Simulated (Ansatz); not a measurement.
**Mg3Zn2O5 (Immm) at 2 levels of theory**

One geometry, relaxed with PBE; plane waves with PAW potentials in Ansatz, scalar-relativistic. No spin polarisation. Gaps are the least over mesh and band path; pressure is positive in compression.

```yaml
crystal:
  lattice:
    - [-1.51784, 2.14094, 7.56935]
    - [1.51784, -2.14094, 7.56935]
    - [1.51784, 2.14094, -7.56935]
  atoms:
    - { symbol: Mg, position: [0.40042, 0.40042, 0.00000] }
    - { symbol: Mg, position: [0.59958, 0.59958, 0.00000] }
    - { symbol: Mg, position: [0.00000, 0.00000, 0.00000] }
    - { symbol: Zn, position: [0.80039, 0.80039, 0.00000] }
    - { symbol: Zn, position: [0.19961, 0.19961, 0.00000] }
    - { symbol: O, position: [0.09747, 0.59747, 0.50000] }
    - { symbol: O, position: [0.30241, 0.80241, 0.50000] }
    - { symbol: O, position: [0.50000, 0.00000, 0.50000] }
    - { symbol: O, position: [0.69759, 0.19759, 0.50000] }
    - { symbol: O, position: [0.90253, 0.40253, 0.50000] }
```

| level | cutoff (eV) | k mesh | gap (eV) | pressure (GPa) |
| --- | --- | --- | --- | --- |
| PBE | 420 | 10×10×10 | 2.51 | 0.0 |

Task: What comes out on the same cell with r2SCAN?

Result:
| level | cutoff (eV) | k mesh | gap (eV) | pressure (GPa) |
| --- | --- | --- | --- | --- |
| r2SCAN | 500 | 10×10×10 | 3.19 | -6.3 |

It was reached by relaxing an invented guess, and it needn't be the stable form of this composition.
